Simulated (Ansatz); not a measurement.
## NaF: stable or not

The cell was reached from a generator's guess, though it ends in a space group that the Crystallography Open Database lists for this formula.

Method: Ansatz 0.2.0, DFT PBE, scalar-relativistic, plane waves, PAW. Settings of the last relaxation (2-atom cell): 420 eV, 8×8×8 k points, Gaussian smearing of 0.02 eV, no spin polarisation.

```cif
data_structure
_symmetry_space_group_name_H-M 'Fm-3m'
_symmetry_Int_Tables_number 225
_cell_length_a 4.7006
_cell_length_b 4.7006
_cell_length_c 4.7006
_cell_angle_alpha 90.000
_cell_angle_beta 90.000
_cell_angle_gamma 90.000
_cell_volume 103.86
loop_
_atom_site_label
_atom_site_type_symbol
_atom_site_symmetry_multiplicity
_atom_site_Wyckoff_symbol
_atom_site_fract_x
_atom_site_fract_y
_atom_site_fract_z
_atom_site_occupancy
Na1 Na 4 a 0.00000 0.00000 0.00000 1
F1 F 4 b 0.50000 0.00000 0.00000 1
```

Energies over the elements count from the elements' standard structures at the same level (F₂ as a molecule), with no fitted energy shifts.

Problem. These tests were run: energy against the elements; phonons on a 4×4×4 q mesh; elastic tensor. What do they show?

Solution.

```
                       test                         result
energy against the elements                 −2.711 eV/atom
  phonons on a 4×4×4 q mesh  no imaginary mode on the mesh
             elastic tensor        least eigenvalue 27 GPa
```

It fails none of these tests. Other phases of the system weren't compared here, so this isn't yet thermodynamic stability.

The run for the phonons used an 8×8×8 k mesh. The run for the elastic tensor used an 8×8×8 k mesh.
